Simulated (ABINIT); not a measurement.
# Sn (Fd-3m) in ABINIT: settings compared, part 2 of 2

ABINIT 10.8.3 (patched build). Earlier steps stand in the parts before.

**3. Equation of state, BP86**

The input, run.abi:

```
# Datasets: one volume each
ndtset 7
getwfk -1
scalecart1 3*0.9795861087
scalecart2 3*0.9864848297
scalecart3 3*0.9932883884
scalecart4 3*1.0000000000
scalecart5 3*1.0066227096
scalecart6 3*1.0131594038
scalecart7 3*1.0196128224

# Pseudopotentials
pp_dirpath "./"
pseudos "Sn.GGA_PBE-JTH_sp.xml"

# Structure
acell 3*1.0 Angstrom
rprim
     0.0000000000     3.2333428000     3.2333428000
     3.2333428000     0.0000000000     3.2333428000
     3.2333428000     3.2333428000     0.0000000000
ntypat 1
znucl 50
natom 2
typat 1 1
xred
     0.7500000000     0.7500000000     0.7500000000
     0.5000000000     0.5000000000     0.5000000000

# Plane-wave basis
ecut 15.0
pawecutdg 30.0

# k points
kptopt 1
ngkpt 7 7 7
nshiftk 1
shiftk 0.0 0.0 0.0

# Exchange and correlation
ixc -106132

# Bands and occupations
nband 8
occopt 3
tsmear 0.00183747

# SCF cycle
nstep 100
tolvrs 1.0e-9

# Output
iomode 3
prtwf 1
prtden 0
prteig 0
prtebands 0
```

Potentials or basis: JTH PAW PBE v2.0 sp.

Run with:

```bash
$ abinit run.abi > log 2>&1
```

run.abo:

```text
.Version 10.8.3 of ABINIT
 DATASET    1 : space group Fd -3 m (#227); Bravais cF (face-center cubic)
================================================================================
 Values of the parameters that define the memory need for DATASET  1.
     intxc =       0    ionmov =       0      iscf =      17    lmnmax =      13
     lnmax =       5     mgfft =      30  mpssoang =       3    mqgrid =    3001
     natom =       2  nloc_mem =       2    nspden =       1   nspinor =       1
    nsppol =       1      nsym =      48    n1xccc =       1    ntypat =       1
    occopt =       3   xclevel =       2
       mpw =        1209          nfft =       27000          nkpt =          20
 PAW method is used; the additional fine FFT grid is defined by:
   mgfftf=        45    nfftf =     91125
================================================================================
================================================================================
[... 71 lines left out ...]
 DATASET    7 : space group Fd -3 m (#227); Bravais cF (face-center cubic)
[... 1382 lines left out ...]
                       9.3645616152E-29 -3.8559959592E-29 -5.5085656560E-30
            fcart5    -2.1889296172E-29  0.0000000000E+00  2.1889296172E-29
                       2.1889296172E-29  0.0000000000E+00 -2.1889296172E-29
[... 38 lines left out ...]
                       0.0000000000E+00  0.0000000000E+00  0.0000000000E+00
           xangst1     4.7510065373E+00  4.7510065373E+00  4.7510065373E+00
                       3.1673376915E+00  3.1673376915E+00  3.1673376915E+00
           xangst2     4.7844654321E+00  4.7844654321E+00  4.7844654321E+00
                       3.1896436214E+00  3.1896436214E+00  3.1896436214E+00
           xangst3     4.8174627884E+00  4.8174627884E+00  4.8174627884E+00
                       3.2116418590E+00  3.2116418590E+00  3.2116418590E+00
           xangst4     4.8500142000E+00  4.8500142000E+00  4.8500142000E+00
                       3.2333428000E+00  3.2333428000E+00  3.2333428000E+00
           xangst5     4.8821344356E+00  4.8821344356E+00  4.8821344356E+00
                       3.2547562904E+00  3.2547562904E+00  3.2547562904E+00
           xangst6     4.9138374953E+00  4.9138374953E+00  4.9138374953E+00
                       3.2758916635E+00  3.2758916635E+00  3.2758916635E+00
           xangst7     4.9451366671E+00  4.9451366671E+00  4.9451366671E+00
                       3.2967577781E+00  3.2967577781E+00  3.2967577781E+00
             xred      7.5000000000E-01  7.5000000000E-01  7.5000000000E-01
                       5.0000000000E-01  5.0000000000E-01  5.0000000000E-01
 Calculation completed.
```

Run time: 52 s. Hardware: 1 thread of Arm Neoverse V1, shared host; peak memory 0.15 GiB.

Results:

| Item | Value |
| --- | --- |
| Equilibrium volume | 37.15 Å³/atom (rough: see the caveat) |
| Bulk modulus | 35 GPa (rough) |

Energy against volume, from the lowest point:
```
volume (Å³/atom)  energy (meV/atom)
          31.775             110.33
          32.451              79.46
          33.127              54.29
          33.803              34.25
          34.479              18.87
          35.155               7.58
          35.831               0.00
```

Caveat: the cutoff is too short for stress, so the log's stress isn't used; pressures at fixed basis lie under the slope of the energies; the minimum lies outside the volumes run; the PAW data sets were made with another functional, which shifts forces and pressure a little; this set keeps more shells in the core, which shifts pressures and gaps; the atomic spheres overlap.

**4. Band structure, LDA**

The input, run.abi:

```
# Datasets: ground state, then fixed potential
ndtset 2

# Pseudopotentials
pp_dirpath "./"
pseudos "Sn.LDA_PW-JTH_sp.xml"

# Structure
acell 4.5726372396 4.5726372396 4.5726372396 Angstrom
rprim
     0.0000000000     0.7071067812     0.7071067812
     0.7071067812     0.0000000000     0.7071067812
     0.7071067812     0.7071067812     0.0000000000
ntypat 1
znucl 50
natom 2
typat 1 1
xred
     0.7500000000     0.7500000000     0.7500000000
     0.5000000000     0.5000000000     0.5000000000

# Plane-wave basis
ecut 408.170794 eV
pawecutdg 30.0

# Exchange and correlation
ixc 7

# Bands and occupations
occopt 3
tsmear 0.05 eV

# SCF cycle
nstep 100

# Output
iomode 3
prtwf 0
prteig 0
prtebands 0
enunit 1
prtden1 1

# Dataset 1
kptopt1 1
ngkpt1 7 7 7
nshiftk1 1
shiftk1 0.0 0.0 0.0
nband1 8
tolvrs1 1.0e-9

# Dataset 2: bands along G-X-W-K-G-L-U-W-L-K
iscf2 -2
getden2 1
nband2 12
nbdbuf2 2
tolwfr2 1.0e-12
kptopt2 -9
ndivsm2 8
prteig2 1
kptbounds2
     0.0000000000     0.0000000000     0.0000000000
     0.5000000000     0.0000000000     0.5000000000
     0.5000000000     0.2500000000     0.7500000000
     0.3750000000     0.3750000000     0.7500000000
     0.0000000000     0.0000000000     0.0000000000
     0.5000000000     0.5000000000     0.5000000000
     0.6250000000     0.2500000000     0.6250000000
     0.5000000000     0.2500000000     0.7500000000
     0.5000000000     0.5000000000     0.5000000000
     0.3750000000     0.3750000000     0.7500000000
```

Potentials or basis: JTH PAW LDA v2.0 sp.

Run with:

```bash
$ abinit run.abi > log 2>&1
```

Run time: 32 s. Hardware: 1 thread of Arm Neoverse V1, shared host; peak memory 0.12 GiB.

Results (log left out):

| Quantity | Value |
| --- | --- |
| Free energy | -200.0958 eV |
| Pressure | 0.3 GPa |
| Band gap on the k mesh | none (metal or under the smearing width) |

Levels at the corners of the path, in eV from the Fermi level:
| point | band 1 | band 2 | band 3 | band 4 | band 5 | band 6 | band 7 | band 8 | band 9 |
| --- | --- | --- | --- | --- | --- | --- | --- | --- | --- |
| Γ | -10.63 | -0.62 | 0.18 | 0.18 | 0.18 | 2.27 | 2.27 | 2.27 | 5.03 |
| X | -7.53 | -7.53 | -2.40 | -2.40 | 0.83 | 0.83 | 7.89 | 7.89 | 9.44 |
| W | -7.47 | -7.47 | -3.01 | -3.01 | 3.53 | 3.53 | 4.12 | 4.12 | 9.22 |
| K | -7.94 | -7.04 | -3.34 | -2.04 | 1.12 | 3.46 | 5.89 | 6.18 | 6.88 |
| Γ | -10.63 | -0.62 | 0.18 | 0.18 | 0.18 | 2.27 | 2.27 | 2.27 | 5.03 |
| L | -9.02 | -6.30 | -1.04 | -1.04 | 0.01 | 3.33 | 3.33 | 5.72 | 8.62 |
| U | -7.94 | -7.04 | -3.34 | -2.04 | 1.12 | 3.46 | 5.89 | 6.18 | 6.88 |
| W | -7.47 | -7.47 | -3.01 | -3.01 | 3.53 | 3.53 | 4.12 | 4.12 | 9.22 |
| L | -9.02 | -6.30 | -1.04 | -1.04 | 0.01 | 3.33 | 3.33 | 5.72 | 8.62 |
| K | -7.94 | -7.04 | -3.34 | -2.04 | 1.12 | 3.46 | 5.89 | 6.18 | 6.88 |

Caveat: spin-orbit coupling is left out, which moves the levels of the heavy elements; this set keeps more shells in the core, which shifts pressures and gaps; the atomic spheres overlap.

**5. Summary**

```tsv
task	level	potentials or basis	gap on the mesh (eV)
band structure	PBE	JTH PAW PBE v2.0	none
equation of state	BP86	JTH PAW PBE v2.0 sp	-
band structure	LDA	JTH PAW LDA v2.0 sp	none
```

Alike in all rows: no spin polarisation; cell as given; k mesh 7 × 7 × 7; cutoff (eV) 408; smearing fermi-dirac 0.05 eV.

Caveats: spin-orbit coupling is left out, which moves the levels of the heavy elements (some runs); this set keeps more shells in the core, which shifts pressures and gaps (some runs); the atomic spheres overlap (some runs); pressures at fixed basis lie under the slope of the energies (some runs); the minimum lies outside the volumes run (some runs); the PAW data sets were made with another functional, which shifts forces and pressure a little (some runs).

Total energies depend on the potentials used, so only differences within one code and one set of settings carry meaning.
